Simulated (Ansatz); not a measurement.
# AlN: enthalpy against pressure

AlN, P6_3mc, a = 3.130 Å, c = 5.018 Å. Ansatz: PBE, PAW, 420 eV, Γ-centred 12×12×6 mesh on 4 atoms, Gaussian smearing 0.02 eV; no spin polarisation. Cell and atoms are relaxed at each pressure, and no other structure is tried; the real crystal is known to change phase within this range, so the rows at high pressure are metastable. y is the enthalpy over the state at zero pressure; there V0 = 10.645 Å³/atom. The pressures are the targets, met within 0.04 GPa.

| P (GPa) | y (eV/atom) |
| --- | --- |
| -3.0 | -0.2009 |
| 0.0 | 0.0000 |
| 3.0 | 0.1978 |
| 8.0 | 0.5212 |
| 15.0 | ? |
| 30.0 | 1.8671 |
| 60.0 | 3.5514 |

Task: Fit y = c1 P + c2 P² + c3 P³ to the other rows, say what c1 and c2 mean, and predict the missing value.

Result: Least squares on the rows shown. y = 0.066393 P − 0.00015712 P² + 6.1778×10⁻⁷ P³. Since dH/dP = V, c1 is V0: 0.066393 eV/GPa × 160.2 = 10.636 Å³ against 10.645; c2 = −V0/(2B0) gives B0 = 211 GPa, where a Birch–Murnaghan fit to the volumes of the same runs (not shown) gives 192 GPa: a cubic over this range folds the higher terms into c2. At P = 15.0 the fit asked for gives 0.9626 eV/atom. The run gave 0.9620 eV/atom, so the fit is 0.0006 eV/atom too high, 0.016 % of the span of the series, against an rms of 0.0002 eV/atom on the fitted rows. With a term in P⁴ added, a fit to the same known rows predicts 0.9620 eV/atom, so most of the miss is curvature that the known rows already hold.